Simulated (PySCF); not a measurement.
Structure problem from calculated spectra and properties.

Formula: C5H6.

| Quantity | Value |
| --- | --- |
| Rotational structure | rotational constants A, B, C: 35.036, 2.335, 2.223 GHz [PBE0-D3(BJ)/def2-TZVP] |
| Couplings | largest of the computed one-bond spin–spin couplings (means over like bonds): 13C–1H +177.6 (×2), 13C–1H +168.5, 13C–1H +168.1, 13C–1H +163.9, 13C–1H +163.3, 13C–13C +105.5, 13C–13C +104.7, 13C–13C +72.3 Hz [B3LYP/pcJ-2, spin–dipole term left out] |
| Dipole | 0.24 D [B97-2/pcSseg-2] |
| 13C NMR | chemical shifts (computed TMS as zero) by class: 228.5 (1 C), 142.7 (1 C), 121.5 (1 C), 100.5 (1 C), 79.0 (1 C) ppm [GIAO B97-2/pcSseg-2] |
| 1H NMR | chemical shifts (computed TMS as zero) by class: 6.57 (1 H), 6.20 (1 H), 5.40 (1 H), 5.18 (1 H), 5.12 (2 H) ppm [GIAO B97-2/pcSseg-2] |

Gas-phase values; electronic properties from PySCF, density fitting. Levels stand in brackets. The structure is a single PBE0-D3(BJ)/def2-TZVP conformer in the gas phase; no vibrational or solvent corrections. NMR classes are plain means over equivalent atoms (diastereotopic ones count apart unless rotation or inversion swaps them), as if these changed places fast.

Question: What is the compound? Reason from the data.

Answer: Numbering: `[CH2:1]=[C:2]=[CH:3][CH:4]=[CH2:5]`. Its formula, C5H6, gives 3 degrees of unsaturation: 0 rings and 3 π bonds in the structure found. 5 carbons fall into 5 classes; from least to most shielded: central carbon of cumulated double bonds [C2] (228.5 ppm), alkene CH carbon [C4] (142.7 ppm), terminal =CH2 carbon [C5] (121.5 ppm), outer carbon of cumulated double bonds [C3] (100.5 ppm), outer carbon of cumulated double bonds [C1] (79.0 ppm). Hydrogen classes from least to most shielded: 1 H on an alkene CH carbon, C4 (6.57 ppm), 1 H on an outer carbon of cumulated double bonds, C3 (6.20 ppm), 1 H on a terminal =CH2 carbon, C5 (5.40 ppm), 1 H on a terminal =CH2 carbon, C5 (5.18 ppm), 2 H on an outer carbon of cumulated double bonds, C1 (5.12 ppm). The couplings run between: +177.6 Hz, outer carbon of cumulated double bonds [C1] and its hydrogen (with 1 like pair); +168.5 Hz, terminal =CH2 carbon [C5] and its hydrogen; +168.1 Hz, outer carbon of cumulated double bonds [C3] and its hydrogen; +163.9 Hz, alkene CH carbon [C4] and its hydrogen; +163.3 Hz, terminal =CH2 carbon [C5] and its hydrogen; +105.5 Hz, outer carbon of cumulated double bonds [C1] and central carbon of cumulated double bonds [C2]; +104.7 Hz, central carbon of cumulated double bonds [C2] and outer carbon of cumulated double bonds [C3]; +72.3 Hz, alkene CH carbon [C4] and terminal =CH2 carbon [C5]. The optimised geometry has point group Cs and is an asymmetric top. Structure: `C(=C=C)C=C`. Computed isomers that give other values at the same levels: `C1=CCC=C1` (rotational constant A: 8.552 GHz; this holds for the one conformer computed); `C#CC(=C)C` (rotational constant A: 9.455 GHz; this holds for the one conformer computed); `C#C/C=C/C` (rotational constant A: 39.152 GHz; this holds for the one conformer computed). The assignments are read from this structure; whether some other isomer fits the data as well wasn't checked.

Conformer computed: `[CH2:1]=[C:2]=[CH:3][CH:4]=[CH2:5]`: C2–C3–C4–C5 180°.
